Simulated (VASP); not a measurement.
Input of a VASP 6.6.1 run:

File INCAR:

```
PREC = Accurate
ENCUT = 600
EDIFF = 1E-6
ISMEAR = -1
SIGMA = 0.05
LREAL = False
LASPH = True
NELM = 100
ALGO = Normal
ISIF = 2
LWAVE = False
LCHARG = False
LMAXMIX = 4
GGA = PE
NBANDS = 29
```

File KPOINTS:

```
Automatic mesh
0
Gamma
  5 5 5
```

Contents of POSCAR:

```
TiSi2
1.0
    0.0000000000      4.1175163063      4.2628978354
    2.3895119538      0.0000000000      4.2628978354
    2.3895119538      4.1175163063      0.0000000000
Ti Si
2 4
Direct
    0.7500000000      0.7500000000      0.7500000000
    0.5000000000      0.5000000000      0.5000000000
    0.4125656100      0.0874343900      0.4125656100
    0.0874343900      0.4125656100      0.0874343900
    0.1625656100      0.8374343900      0.1625656100
    0.8374343900      0.1625656100      0.8374343900
```

Contents of KPOINTS_OPT:

```
path GYTZGXA1Y,TX1,XAZ,LG
20
line-mode
reciprocal
 0.0000000000  0.0000000000  0.0000000000  G
 0.5000000000  0.0000000000  0.5000000000  Y

 0.5000000000  0.0000000000  0.5000000000  Y
 1.0000000000  0.5000000000  0.5000000000  T

 1.0000000000  0.5000000000  0.5000000000  T
 0.5000000000  0.5000000000  0.0000000000  Z

 0.5000000000  0.5000000000  0.0000000000  Z
 0.0000000000  0.0000000000  0.0000000000  G

 0.0000000000  0.0000000000  0.0000000000  G
 0.0000000000  0.4127457158  0.4127457158  X

 0.0000000000  0.4127457158  0.4127457158  X
 0.5000000000  0.2443551471  0.7443551471  A1

 0.5000000000  0.2443551471  0.7443551471  A1
 0.5000000000  0.0000000000  0.5000000000  Y

 1.0000000000  0.5000000000  0.5000000000  T
 1.0000000000  0.5872542842  0.5872542842  X1

 0.0000000000  0.4127457158  0.4127457158  X
 0.5000000000  0.7556448529  0.2556448529  A

 0.5000000000  0.7556448529  0.2556448529  A
 0.5000000000  0.5000000000  0.0000000000  Z

 0.5000000000  0.5000000000  0.5000000000  L
 0.0000000000  0.0000000000  0.0000000000  G
```

Potentials or basis: VASP PAW PBE potentials, release 64 (Ti_sv_GW, Si_GW).

Launch:

```sh
$ cat potpaw_PBE.64/Ti_sv_GW/POTCAR potpaw_PBE.64/Si_GW/POTCAR > POTCAR
$ mpirun -np 1 vasp_std > vasp.out
```

(1) Estimate the band gap along the path.

(2) Estimate the pressure.

(3) Predict the largest force.

## Answers

(1) none (metal or under the smearing width).

(2) 1.6 GPa.

(3) 0.034 eV/Å.
